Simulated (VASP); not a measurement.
# N (Pa-3) in VASP: notebook

The runs below take N through equation of state, with LDA.

All numbers are computed with VASP 6.6.1; they aren't measurements. Logs are shortened: lines on timing, memory, paths and dates and some standing lists are left out, and cuts for length are marked.

**1. The crystal as given**

It takes space group Pa-3 (No. 205, cubic). Conventional cell: a = 5.130 Å, b = 5.130 Å, c = 5.130 Å, α = 90.00°, β = 90.00°, γ = 90.00°. Around N (site symmetry 3) lie 1 N at 1.10 Å.

**2. Equation of state, LDA, 16.20 Å³/atom (a relaxed cell with its volume scaled by 0.96)**

Contents of INCAR:

```
PREC = Accurate ; ENCUT = 520
EDIFF = 1E-7 ; ISMEAR = 0
SIGMA = 0.02 ; LREAL = F
LASPH = T ; NELM = 100
ALGO = Fast ; ISIF = 2
LWAVE = F ; LCHARG = F
GGA = CA ; KPAR = 4
```

Contents of KPOINTS:

```
regular mesh
0
Gamma
  4 4 4
```

Contents of POSCAR:

```
N                                       
1.0
    5.0609642864      0.0000000000      0.0000000000
    0.0000000000      5.0609642864     -0.0000000000
   -0.0000000000      0.0000000000      5.0609642864
  N             
     8
Direct
     0.0620419330804091    0.4379580669195909    0.5620419330804092
     0.4379580669195909    0.5620419330804092    0.0620419330804091
     0.5620419330804092    0.0620419330804091    0.4379580669195909
     0.9379580669195908    0.9379580669195908    0.9379580669195908
     0.9379580669195908    0.5620419330804092    0.4379580669195909
     0.5620419330804092    0.4379580669195909    0.9379580669195908
     0.4379580669195909    0.9379580669195908    0.5620419330804092
     0.0620419330804091    0.0620419330804091    0.0620419330804091
```

Potentials or basis: VASP PAW LDA potentials, release 64 (N).

Command:

```
$ cat potpaw_LDA.64/N/POTCAR > POTCAR
$ mpirun -np 4 vasp_std > vasp.out
```

OUTCAR:

```text
PREC = Accurate
   ENCUT = 520
   EDIFF = 1E-7
   ISMEAR = 0
   LREAL = F
   LASPH = T
   NELM = 100
   ISIF = 2
   GGA = CA

 ion  position               nearest neighbor table
   1  0.062  0.438  0.562-   5 1.09
   2  0.438  0.562  0.062-   6 1.09
   3  0.562  0.062  0.438-   7 1.09
   4  0.938  0.938  0.938-   8 1.09
   5  0.938  0.562  0.438-   1 1.09
   6  0.562  0.438  0.938-   2 1.09
   7  0.438  0.938  0.562-   3 1.09
   8  0.062  0.062  0.062-   4 1.09

  LATTYP: Found a simple cubic cell.
 ALAT       =     5.0609642864

  Lattice vectors:

 A1 = (   5.0609642864,   0.0000000000,   0.0000000000)
 A2 = (   0.0000000000,   5.0609642864,   0.0000000000)
 A3 = (   0.0000000000,   0.0000000000,   5.0609642864)

Analysis of symmetry for initial positions (statically):
=====================================================================
 Subroutine PRICEL returns:
 Original cell was already a primitive cell.

 Routine SETGRP: Setting up the symmetry group for a
 simple cubic supercell.

 Subroutine GETGRP returns: Found 24 space group operations
 (whereof  6 operations were pure point group operations)
 out of a pool of 48 trial point group operations.

The static configuration has the point symmetry S_6 .
 The point group associated with its full space group is T_h .

Analysis of symmetry for dynamics (positions and initial velocities):
=====================================================================
 Subroutine PRICEL returns:
 Original cell was already a primitive cell.

 Routine SETGRP: Setting up the symmetry group for a
 simple cubic supercell.

 Subroutine GETGRP returns: Found 24 space group operations
 (whereof  6 operations were pure point group operations)
 out of a pool of 48 trial point group operations.

The dynamic configuration has the point symmetry S_6 .
 The point group associated with its full space group is T_h .

 Subroutine INISYM returns: Found 24 space group operations
 (whereof  6 operations are pure point group operations),
 and found     1 'primitive' translations

----------------------------------------------------------------------------------------

                                     Primitive cell

  volume of cell :     129.6283

  direct lattice vectors                    reciprocal lattice vectors
     5.060964286  0.000000000  0.000000000     0.197590804  0.000000000  0.000000000
     0.000000000  5.060964286  0.000000000     0.000000000  0.197590804  0.000000000
     0.000000000  0.000000000  5.060964286     0.000000000  0.000000000  0.197590804

  length of vectors
     5.060964286  5.060964286  5.060964286     0.197590804  0.197590804  0.197590804

  position of ions in fractional coordinates (direct lattice)
     0.062041933  0.437958067  0.562041933
     0.437958067  0.562041933  0.062041933
     0.562041933  0.062041933  0.437958067
     0.937958067  0.937958067  0.937958067
     0.937958067  0.562041933  0.437958067
     0.562041933  0.437958067  0.937958067
     0.437958067  0.937958067  0.562041933
     0.062041933  0.062041933  0.062041933

  ion indices of the primitive-cell ions
   primitive index   ion index
                 1           1
                 2           2
                 3           3
                 4           4
                 5           5
                 6           6
                 7           7
                 8           8

----------------------------------------------------------------------------------------

 KPOINTS: regular mesh

Automatic generation of k-mesh.
 Grid dimensions read from file:
 generate k-points for:    4    4    4

 Generating k-lattice:

  Cartesian coordinates                     Fractional coordinates (reciprocal lattice)
     0.049397701  0.000000000  0.000000000     0.250000000  0.000000000  0.000000000
     0.000000000  0.049397701  0.000000000     0.000000000  0.250000000  0.000000000
     0.000000000  0.000000000  0.049397701     0.000000000  0.000000000  0.250000000

  Length of vectors
     0.049397701  0.049397701  0.049397701

  Shift w.r.t. Gamma in fractional coordinates (k-lattice)
     0.000000000  0.000000000  0.000000000

 Subroutine IBZKPT returns following result:
 ===========================================

 Found     11 irreducible k-points:

 Following reciprocal coordinates:
            Coordinates               Weight
  0.000000  0.000000  0.000000      1.000000
  0.250000  0.000000  0.000000      6.000000
  0.500000  0.000000  0.000000      3.000000
  0.250000  0.250000  0.000000     12.000000
  0.500000  0.250000  0.000000      6.000000
 -0.250000  0.500000  0.000000      6.000000
  0.500000  0.500000  0.000000      3.000000
  0.250000  0.250000  0.250000      8.000000
  0.500000  0.250000  0.250000     12.000000
  0.500000  0.500000  0.250000      6.000000
  0.500000  0.500000  0.500000      1.000000
   k-points           NKPTS =     11   k-points in BZ     NKDIM =     11   number of bands    NBANDS=     25
   number of dos      NEDOS =    301   number of ions     NIONS =      8
   total plane-waves  NPLWV =  64000
   dimension x,y,z NGX =    40 NGY =   40 NGZ =   40
   dimension x,y,z NGXF=    80 NGYF=   80 NGZF=   80
   ions per type =               8
   NGX,Y,Z   is equivalent  to a cutoff of  13.14, 13.14, 13.14 a.u.
   NGXF,Y,Z  is equivalent  to a cutoff of  26.28, 26.28, 26.28 a.u.
 SYSTEM =  unknown system
   PREC   = accura    normal or accurate (medium, high low for compatibility)
   ISTART =      0    job   : 0-new  1-cont  2-samecut
   ICHARG =      2    charge: 1-file 2-atom 10-const
   ISPIN  =      1    spin polarized calculation?
   LNONCOLLINEAR =      F non collinear calculations
   LSORBIT =      F    spin-orbit coupling
   LASPH  =      T    aspherical Exc in radial PAW
   ENCUT  =  520.0 eV  38.22 Ry    6.18 a.u.   9.41  9.41  9.41*2*pi/ulx,y,z
   NELM   =    100;   NELMIN=  2; NELMDL= -5     # of ELM steps
   EDIFF  = 0.1E-06   stopping-criterion for ELM
   LREAL  =      F    real-space projection
   EDIFFG = 0.1E-05   stopping-criterion for IOM
   NSW    =      0    number of steps for IOM
   IBRION =     -1    ionic relax: 0-MD 1-quasi-New 2-CG
   NFREE  =      0    steps in history (QN), initial steepest desc. (CG)
   ISIF   =      2    stress and relaxation
   ISYM   =      2    0-nonsym 1-usesym 2-fastsym
   POTIM  = 0.5000    time-step for ionic-motion
   TEBEG  =    0.0;   TEEND  =   0.0 temperature during run
   PSTRESS=    0.0 pullay stress
   NELECT =      40.0000    total number of electrons
   NUPDOWN=      -1.0000    fix difference up-down
   EMIN   =  10.00;   EMAX   =-10.00  energy-range for DOS
   EFERMI =   0.00;   METHOD = LEGACY
   ISMEAR =     0;   SIGMA  =   0.02  broadening in eV -4-tet -1-fermi 0-gaus
   EFERMI_NEDOS =   21; number of points for ismear=-14 and -15
   IALGO  =     68    algorithm
   IMIX   =      4    mixing-type and parameters
     AMIX     =   0.40;   BMIX     =  1.00
     AMIX_MAG =   1.60;   BMIX_MAG =  1.00
  volume/ion in A,a.u.               =      16.20       109.35
  Fermi-wavevector in a.u.,A,eV,Ry     =   1.106271  2.090549 16.651295  1.223836
  Thomas-Fermi vector in A             =   2.242770
   LORBIT       =      0    0 simple, 1 ext, 2 COOP (PROOUT), +10 PAW based schemes
   GGA     = CA    functional components
   LHFCALC =     F    Hartree Fock is set to
   AEXX    =    0.0000 exact exchange contribution
   IVDW    =     0    specifies the selected vdW correction
   LEPSILON=     F    determine dielectric tensor
   LRPA    =     F    only Hartree local field effects (RPA)
 non-spin polarized calculation
 RMM-DIIS sequential band-by-band and
 Gauss-broadening in eV      SIGMA  =   0.02
  energy-cutoff  :      520.00
  volume of cell :      129.63
 maximum number of plane-waves:      3532
 NGX is ok and might be reduce to    40
   NGX = 19   NGY = 19   NGZ = 19

 number of electron      39.9999985 magnetization

 Free energy of the ion-electron system (eV)
  ---------------------------------------------------
  ext. energy  EPLUGINS =         0.00000000
  ---------------------------------------------------
  free energy    TOTEN  =       -70.36176896 eV

  energy without entropy =      -70.36176896  energy(sigma->0) =      -70.36176896

 E-fermi :  -4.9738     XC(G=0):  -8.4097

 val. band max:       -5.1214018440   @ k =   0.5000   0.0000   0.0000
 cond. band min:       1.5289438669   @ k =   0.0000   0.0000   0.0000
 fundamental gap:      6.6503457109
 Fermi energy:        -4.9738292604

 k-point     1 :       0.0000    0.0000    0.0000
  band No.  band energies     occupation
      1     -23.8575      2.00000
      2     -23.6826      2.00000
      3     -23.6826      2.00000
      4     -23.6826      2.00000
      5      -8.8644      2.00000
      6      -8.8644      2.00000
[... 17 lines left out ...]
     24       3.0102      0.00000
     25       3.0106      0.00000

 k-point     2 :       0.2500    0.0000    0.0000
  band No.  band energies     occupation
      1     -23.8322      2.00000
      2     -23.7084      2.00000
      3     -23.6824      2.00000
      4     -23.6824      2.00000
      5      -8.8196      2.00000
      6      -8.7974      2.00000
[... 17 lines left out ...]
     24       2.9309      0.00000
     25       3.3214      0.00000

 k-point     3 :       0.5000    0.0000    0.0000
  band No.  band energies     occupation
      1     -23.7705      2.00000
      2     -23.7705      2.00000
      3     -23.6820      2.00000
      4     -23.6820      2.00000
      5      -8.7414      2.00000
      6      -8.7414      2.00000
[... 188 lines left out ...]
 k-point    10 :       0.5000    0.5000    0.2500
  band No.  band energies     occupation
      1     -23.7249      2.00000
      2     -23.7249      2.00000
      3     -23.7249      2.00000
      4     -23.7249      2.00000
      5      -8.8523      2.00000
      6      -8.8523      2.00000
[... 17 lines left out ...]
     24       2.6850      0.00000
     25       2.9090      0.00000

 k-point    11 :       0.5000    0.5000    0.5000
  band No.  band energies     occupation
      1     -23.7242      2.00000
      2     -23.7242      2.00000
      3     -23.7242      2.00000
      4     -23.7242      2.00000
      5      -8.9508      2.00000
      6      -8.9508      2.00000
[... 17 lines left out ...]
     24       2.6603      0.00000
     25       2.9507      0.00000

------------------------ aborting loop because EDIFF is reached ----------------------------------------

  FORCE on cell =-STRESS in cart. coord.  units (eV):
  Direction    XX          YY          ZZ          XY          YZ          ZX
  --------------------------------------------------------------------------------------
  -------------------------------------------------------------------------------------
  Total        3.9281548      3.9281548      3.9281548     -0.0000000      0.0000000     -0.0000000
  in kB       48.5511317     48.5511317     48.5511317     -0.0000000      0.0000000     -0.0000000
  external PRESSURE =      48.5511317 kB  Pullay stress =       0.0000000 kB

 VOLUME and BASIS-vectors are now :
 -----------------------------------------------------------------------------
  energy-cutoff  :      520.00
  volume of cell :      129.63
      direct lattice vectors                 reciprocal lattice vectors
     5.060964286  0.000000000  0.000000000     0.197590804  0.000000000  0.000000000
     0.000000000  5.060964286  0.000000000     0.000000000  0.197590804  0.000000000
     0.000000000  0.000000000  5.060964286     0.000000000  0.000000000  0.197590804

 POSITION                                       TOTAL-FORCE (eV/Angst)
 -----------------------------------------------------------------------------------
      0.31399      2.21649      2.84447         1.388095     -1.388095      1.388095
      2.21649      2.84447      0.31399        -1.388095      1.388095      1.388095
      2.84447      0.31399      2.21649         1.388095      1.388095     -1.388095
      4.74697      4.74697      4.74697        -1.388095     -1.388095     -1.388095
      4.74697      2.84447      2.21649        -1.388095      1.388095     -1.388095
      2.84447      2.21649      4.74697         1.388095     -1.388095     -1.388095
      2.21649      4.74697      2.84447        -1.388095     -1.388095      1.388095
      0.31399      0.31399      0.31399         1.388095      1.388095      1.388095
 -----------------------------------------------------------------------------------
    total drift:                                0.000000      0.000000     -0.000000

  FREE ENERGIE OF THE ION-ELECTRON SYSTEM (eV)
  ---------------------------------------------------
  free  energy   TOTEN  =       -70.3617689552 eV

  energy  without entropy=      -70.3617689552  energy(sigma->0) =      -70.36176896
```

It took 13 s on 4 MPI ranks of Intel Xeon Platinum 8488C (Sapphire Rapids), shared host; peak memory 0.18 GiB.

Results:

* Free energy: -70.3618 eV
* Pressure: 4.9 GPa
* Largest force: 2.404 eV/Å
* Band gap on the k mesh: 6.65 eV, indirect (least direct gap 6.74 eV)

Caveat: the standard files for N, O and F lose accuracy on very short bonds; forces of over 1 eV/Å show positions far from the minimum, so gaps and moduli don't describe the material at rest.

**3. Equation of state, LDA, 16.54 Å³/atom (a relaxed cell with its volume scaled by 0.98)**

INCAR is that of step 2.

KPOINTS is that of step 2.

POSCAR: that of step 2 with these lines changed.

```diff
@@ -2,5 +2,5 @@
 1.0
-    5.0609642864      0.0000000000      0.0000000000
-    0.0000000000      5.0609642864     -0.0000000000
-   -0.0000000000      0.0000000000      5.0609642864
+    5.0958685913      0.0000000000      0.0000000000
+    0.0000000000      5.0958685913     -0.0000000000
+   -0.0000000000      0.0000000000      5.0958685913
   N
```

Potentials or basis: VASP PAW LDA potentials, release 64 (N).

Command:

```
$ cat potpaw_LDA.64/N/POTCAR > POTCAR
$ mpirun -np 4 vasp_std > vasp.out
```

Wall time 14 s (4 MPI ranks of Intel Xeon Platinum 8488C (Sapphire Rapids), shared host); peak memory 0.17 GiB.

It converged, with:

- Free energy: -70.4259 eV
- Pressure: 2.4 GPa
- Largest force: 1.166 eV/Å
- Band gap on the k mesh: 6.62 eV, indirect (least direct gap 6.70 eV)

Caveat: the standard files for N, O and F lose accuracy on very short bonds; forces of over 1 eV/Å show positions far from the minimum, so gaps and moduli don't describe the material at rest.

**4. Equation of state, LDA, 16.88 Å³/atom**

INCAR is that of step 3.

KPOINTS is that of step 3.

POSCAR: that of step 3 with these lines changed.

```diff
@@ -2,5 +2,5 @@
 1.0
-    5.0958685913      0.0000000000      0.0000000000
-    0.0000000000      5.0958685913     -0.0000000000
-   -0.0000000000      0.0000000000      5.0958685913
+    5.1303011804      0.0000000000      0.0000000000
+    0.0000000000      5.1303011804     -0.0000000000
+   -0.0000000000      0.0000000000      5.1303011804
   N
```

Command:

```
$ cat potpaw_LDA.64/N/POTCAR > POTCAR
$ mpirun -np 4 vasp_std > vasp.out
```

Run time: 14 s. Hardware: 4 MPI ranks of Intel Xeon Platinum 8488C (Sapphire Rapids), shared host; peak memory 0.18 GiB.

The run converged. Its results:

| Property | Result |
| --- | --- |
| Free energy | -70.4508 eV |
| Pressure | 0.2 GPa |
| Largest force | 0.011 eV/Å |
| Band gap on the k mesh | 6.59 eV, indirect (least direct gap 6.67 eV) |

Caveat: the standard files for N, O and F lose accuracy on very short bonds.

**5. Equation of state, LDA, 17.22 Å³/atom (a relaxed cell with its volume scaled by 1.02)**

INCAR is that of step 4.

KPOINTS is that of step 4.

POSCAR: that of step 4 with these lines changed.

```diff
@@ -2,5 +2,5 @@
 1.0
-    5.1303011804      0.0000000000      0.0000000000
-    0.0000000000      5.1303011804     -0.0000000000
-   -0.0000000000      0.0000000000      5.1303011804
+    5.1642776750      0.0000000000      0.0000000000
+    0.0000000000      5.1642776750     -0.0000000000
+   -0.0000000000      0.0000000000      5.1642776750
   N
```

Command:

```
$ cat potpaw_LDA.64/N/POTCAR > POTCAR
$ mpirun -np 4 vasp_std > vasp.out
```

Run time: 13 s. Hardware: 4 MPI ranks of Intel Xeon Platinum 8488C (Sapphire Rapids), shared host; peak memory 0.19 GiB.

The run converged. Its results:

- Free energy: -70.4406 eV
- Pressure: -1.7 GPa
- Largest force: 1.066 eV/Å
- Band gap on the k mesh: 6.55 eV, indirect (least direct gap 6.63 eV)

Caveat: the standard files for N, O and F lose accuracy on very short bonds; forces of over 1 eV/Å show positions far from the minimum, so gaps and moduli don't describe the material at rest.

**6. Equation of state, LDA, 17.55 Å³/atom (a relaxed cell with its volume scaled by 1.04)**

INCAR is that of step 5.

KPOINTS is that of step 5.

POSCAR: that of step 5 with these lines changed.

```diff
@@ -2,5 +2,5 @@
 1.0
-    5.1642776750      0.0000000000      0.0000000000
-    0.0000000000      5.1642776750     -0.0000000000
-   -0.0000000000      0.0000000000      5.1642776750
+    5.1978128853      0.0000000000      0.0000000000
+    0.0000000000      5.1978128853     -0.0000000000
+   -0.0000000000      0.0000000000      5.1978128853
   N
```

Potentials or basis: VASP PAW LDA potentials, release 64 (N).

Command:

```
$ cat potpaw_LDA.64/N/POTCAR > POTCAR
$ mpirun -np 4 vasp_std > vasp.out
```

It took 13 s on 4 MPI ranks of Intel Xeon Platinum 8488C (Sapphire Rapids), shared host; peak memory 0.18 GiB.

The run converged. Its results:

| Item | Value |
| --- | --- |
| Free energy | -70.3985 eV |
| Pressure | -3.5 GPa |
| Largest force | 2.070 eV/Å |
| Band gap on the k mesh | 6.52 eV, indirect (least direct gap 6.59 eV) |

Caveat: the standard files for N, O and F lose accuracy on very short bonds; forces of over 1 eV/Å show positions far from the minimum, so gaps and moduli don't describe the material at rest.

**7. Equation of state, LDA**

No new run: the results of the series are fitted here.

What came out:

```
Equilibrium volume                        : 16.94 Å³/atom
Bulk modulus at fixed shape and positions : 103 GPa
Pressure derivative of the bulk modulus   : 4.2 (rough: it moves with the points fitted)
```

Energy against volume, from the lowest point:
| volume (Å³/atom) | energy (meV/atom) |
| --- | --- |
| 16.204 | 11.13 |
| 16.541 | 3.11 |
| 16.879 | 0.00 |
| 17.216 | 1.27 |
| 17.554 | 6.54 |

Caveat: the standard files for N, O and F lose accuracy on very short bonds; the cell was scaled at fixed shape and fractional positions, which overstates the stiffness of a crystal with free parameters, most of all of layers and chains.
